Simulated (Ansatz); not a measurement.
A distorted cell of BeO (wurtzite):

```
BeO
1.0
    2.71181     0.00000     0.00000
   -1.35591     2.34850     0.00000
    0.00000     0.00000     4.40456
Be O
2 2
Direct
  0.66667   0.33333   0.00149
  0.33333   0.66667   0.50149
  0.63472   0.42062   0.62371
  0.33333   0.66667   0.12371
```

The numbers are results of PBE (plane waves to 420 eV, PAW, scalar-relativistic; Ansatz, a program for electronic structure), not measurements. k mesh 11×11×6 (Γ-centred), Fermi-Dirac smearing 0.05 eV. The energy includes the smearing's −TS. Compression counts positive. BeO was relaxed with its symmetry unable to fall.

Predict the force on every atom, in eV/Å.


```csv
atom,Fx,Fy,Fz
Be1,-0.363,0.361,-0.080
Be2,-4.020,2.198,-1.534
O3,4.727,-2.785,1.582
O4,-0.344,0.226,0.032
```

Give the stress tensor in GPa and the pressure.


```
   18.6    -10.6      8.7
  -10.6      2.2     -3.6
    8.7     -3.6      5.4
```
The pressure, a third of the trace, is 8.7 GPa.

In it atom 3 sits (-0.205, 0.205, 0.000) Å away from its relaxed site. What is its energy relative to the relaxed cell?

656 meV/cell.

(A displaced cell: forces are minus the slopes of the energy, force constants its curvatures, and phonons follow from these.)
